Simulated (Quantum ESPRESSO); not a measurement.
**CdSe (Cadmoselite): zone-centre phonons under several settings**

```
Cd Se
1.0
     4.30000    0.00000    0.00000
    -2.15000    3.72391    0.00000
     0.00000    0.00000    7.02000
Cd Se
2 2
Direct
  0.66667 0.33333 0.50000
  0.33333 0.66667 0.00000
  0.66667 0.33333 0.88500
  0.33333 0.66667 0.38500
```

All runs used Quantum ESPRESSO 7.5; potentials GBRV 1.5 PBE; k mesh 4 × 4 × 2, shifted; no spin polarisation; cutoff 612 eV.

```tsv
level	geometry	occupations	volume (Å³/atom)	pressure (GPa)	lowest optical mode without the field (cm⁻¹)	highest optical mode without the field (cm⁻¹)
PBE	relaxed at 0 GPa	smeared at first, fixed for the response	?	0.0	?	?
PBE	relaxed at 10 GPa	smeared at first, fixed for the response	25.57	10.2	17i	224
PBE	relaxed at 80 GPa	fermi-dirac, width 0.05 eV	17.06	80.7	122i	381
```

Task: What stands in the row left open?

Result: Volume 29.96 Å³/atom; lowest optical mode without the field 34 cm⁻¹; highest optical mode without the field 173 cm⁻¹.

Values marked i are imaginary: the cell is unstable against those modes at that level, or the meshes are too thin.

Caveats: all runs use coarse meshes; some modes are imaginary (some runs); the cell is more than 3 GPa from zero pressure, which shifts response properties (some runs); the mesh is thin for the phonons of a metal (some runs); the volume moved by over 15 % at a fixed basis, so the end points are rough (some runs); the cell relaxed to another space group than the one typed (some runs).

For the row left open. Caveat: the k mesh is coarse (spacing up to 0.45 Å⁻¹), so the values aren't converged.
